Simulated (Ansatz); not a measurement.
# Ansatz run on RuO2 (P4_2/mnm, 6 atoms in the cell): self-consistent single point

Computed with PBEsol, default PAW files made with PBE (plane waves; Ansatz, a quantum-chemistry and plane-wave program).

The input file:

Ansatz 0.2 input:
```yaml
crystal:
  lattice:
    - [4.503470, 0.000000, 0.000000]
    - [0.000000, 4.503470, 0.000000]
    - [0.000000, 0.000000, 3.119330]
  atoms:
    - { symbol: Ru, position: [0.000000, 0.000000, 0.000000] }
    - { symbol: Ru, position: [0.500000, 0.500000, 0.500000] }
    - { symbol: O, position: [0.306000, 0.306000, 0.000000] }
    - { symbol: O, position: [0.806000, 0.194000, 0.500000] }
    - { symbol: O, position: [0.194000, 0.806000, 0.500000] }
    - { symbol: O, position: [0.694000, 0.694000, 0.000000] }
basis:
  ecutwfc: 420.0
kpoints:
  mp_grid:
    grid: [7, 7, 11]
hamiltonian:
  xc: pbesol
  pseudopotentials:
    kind: paw
scf:
  occupations:
    method: gaussian
    width: 0.1
output:
  forces: true
  eigenvalues: true
  stress: true
```

Output, abridged:

```
WARN ansatz: RAYON_NUM_THREADS=1 ignored (pool sized by the plan → 1); use --threads N
Pseudopotentials: kind: paw
Pseudopotential: Ru, paw, valence charge 16
Pseudopotential: O, paw, valence charge 6
Crystal: 6 atoms, lattice volume = 63.264 Å³
Basis set: ecut = 420 eV, 1227 PW (Γ), exchange–correlation on 64×64×48 points (8 copies of the dense FFT grid, shifted against one another)
Bands: 34, of which v1, the nominal top of the filled ones, is band 28 counted from 1 (27 counted from 0)
Symmetry: 16 space group operations
Space group: P42/mnm (ITA 136), of the structure as read, at distance tolerance 4.0e-5 Å
k-points: 60 of 539
PAW frozen core: Ru, regenerated for the run's functional, and the local potential with it
PAW frozen core: O, regenerated for the run's functional, and the local potential with it
Initial density: superposition of atomic densities (neutral atoms: chi_scale 0, normalization atom), corrected by the library's trained network
Initial wavefunctions: pseudopotential atomic-orbital guess
Eigensolver: davidson
Functional: x = pbesol(κ = 0.804, μ = 0.12345679012345678), c = pbesol(β = 0.046)
SCF iter   1: F=—  HF=-13872.820500 eV  |F-HF|=—  |Δ(HF+E_count)|=         —  Δρ=2.13e-2  dr2=1.99e-1  ethr=1.77e-3  ⟨swp⟩=5.4  Hψ=7725  notcnv=0
all-band conjugate gradients solve this SCF's bands
preconditioner: auto → LDOS
SCF iter   2: F=—  HF=-13872.783385 eV  |F-HF|=—  |Δ(HF+E_count)|=   3.71e-2  Δρ=8.27e-3  dr2=2.21e-2  ethr=3.55e-4  ⟨swp⟩=2.0  Hψ=3936  notcnv=0  defer=71
SCF iter   3: F=—  HF=-13872.775622 eV  |F-HF|=—  |Δ(HF+E_count)|=   7.76e-3  Δρ=2.21e-3  dr2=1.79e-3  ethr=3.94e-5  ⟨swp⟩=2.0  Hψ=3938  notcnv=0  defer=71
SCF iter   4: F=—  HF=-13872.775147 eV  |F-HF|=—  |Δ(HF+E_count)|=   4.75e-4  Δρ=4.50e-4  dr2=1.01e-4  ethr=3.20e-6  ⟨swp⟩=2.4  Hψ=3530  notcnv=0  defer=71
SCF iter   5: F=—  HF=-13872.775131 eV  |F-HF|=—  |Δ(HF+E_count)|=   1.52e-5  Δρ=1.10e-4  dr2=3.82e-6  ethr=1.80e-7  ⟨swp⟩=2.0  Hψ=2865  notcnv=0  defer=71
SCF iter   6: F=—  HF=-13872.775139 eV  |F-HF|=—  |Δ(HF+E_count)|=   7.70e-6  Δρ=1.49e-5  dr2=5.00e-8  ethr=1.79e-10  ⟨swp⟩=7.8  Hψ=9804  notcnv=0
SCF iter   7: F=-13872.775139 eV  HF=-13872.775139 eV  |F-HF|=1.24e-9  |Δ(HF+E_count)|=   4.40e-8  Δρ=2.64e-6  dr2=2.59e-9  ethr=8.94e-11  ⟨swp⟩=2.2  Hψ=7123  notcnv=0
SCF 1 converged in 7 iterations: F = -13872.775139 eV  dr2 = 2.59e-9
SCF converged after 7 iterations
Free energy (F): -13872.775139 eV
Harris-Foulkes:  -13872.775139 eV  (|F-HF|=1.24e-9)
Internal energy: -13872.757499 eV  (E = F + TS)
E sigma→0 (E₀):  -13872.766319 eV
Entropy (-TS):   -0.017640 eV (-2.940 meV/atom)
Fermi energy:    12.731786 eV
--- Per-component energies (eV) ---
  E_band       = -383.999635
  E_kinetic    = 1713.273672
  E_local      = -4759.270523  (includes V_loc(G=0)·N_el)
  E_nonlocal   = 883.998234
  E_hartree    = 1601.948817
  E_xc         = -663.209851
  E_vxc        = -842.002162  (∫ρ·V_xc dr)
  E_paw        = -7406.086748  (= ΣΔE_a)
  E_vpaw       = -583.903374  (= ΣTr[D̂ρ^β])
  E_aug_tail   = 0.009385  (compensation charges beyond the density's cutoff)
  E_ewald      = -5244.068229
  E_core_change = 0.647744  (= ΣΔE_core)
  E_smearing   = -0.017640  (= −TS)
  E_closure    = -0.000000  (closes the sum)
  Σ components = -13872.775139   (vs F -13872.775139, Δ=0.00e0)
--- Forces (eV/Å), atoms counted from 1 ---
  atom   1  Ru     0.00000000    -0.00000000     0.00000000
  atom   2  Ru     0.00000000     0.00000000     0.00000000
  atom   3  O      0.04367675     0.04367675     0.00000000
  atom   4  O      0.04367675    -0.04367675     0.00000000
  atom   5  O     -0.04367675     0.04367675     0.00000000
  atom   6  O     -0.04367675    -0.04367675     0.00000000
  max |Σ_I F_I| component: 1.39e-17 eV/Å
--- Stress (GPa, compression-positive) ---
       -6.258988       0.000000       0.000000
        0.000000      -6.258988       0.000000
        0.000000       0.000000      -8.629213
  P = ⅓ Tr σ = -7.0491 GPa (-70.491 kbar)
  The stress holds the Pulay correction. Without it, at fixed plane waves, as pw.x and ABINIT print it: P = -7.8912 GPa
--- Band table (eV; the first three rows and the last of 60) ---
  k-point 0: bands = ["-60.6745", "-60.6678", "-30.9631", "-30.9631", "-30.5407", "-30.5392", "-30.5392", "-30.5160", "-7.4031", "-6.3441", "-5.3767", "-5.3767", "4.2791", "4.3790", "5.5138", "5.9115", "5.9115", "8.4659", "8.5039", "8.5039", [...]
  k-point 1: bands = ["-60.6736", "-60.6672", "-30.9619", "-30.9619", "-30.5545", "-30.5371", "-30.5371", "-30.5308", "-7.3297", "-6.3040", "-5.4202", "-5.4202", "4.3615", "4.4909", "5.6001", "5.9393", "5.9393", "8.2047", "8.5962", "8.5962", [...]
  k-point 2: bands = ["-60.6710", "-60.6654", "-30.9588", "-30.9588", "-30.5913", "-30.5707", "-30.5312", "-30.5312", "-7.1246", "-6.2018", "-5.5350", "-5.5350", "4.5886", "4.8037", "5.8561", "6.0308", "6.0308", "7.6064", "8.7270", "8.8103", [...]
  k-point 59: bands = ["-60.6612", "-60.6611", "-30.9502", "-30.9496", "-30.7030", "-30.7021", "-30.5131", "-30.5129", "-6.1415", "-6.0220", "-5.9950", "-5.8734", "5.5328", "5.7113", "5.7750", "5.8395", "6.4890", "6.7573", "7.9256", "7.9503", [...]
```

The run converged in 7 iterations.

The starting cell has typed, rounded lattice constants, without a prior relaxation at this level. Its lattice was rescaled by up to half a per cent. Spin polarisation is off. With a pressure of about -7 GPa the cell is away from its equilibrium volume at this level. Ansatz's pressure includes its estimate of the finite-basis (Pulay) stress. Without the estimate this run gives -7.89 GPa.
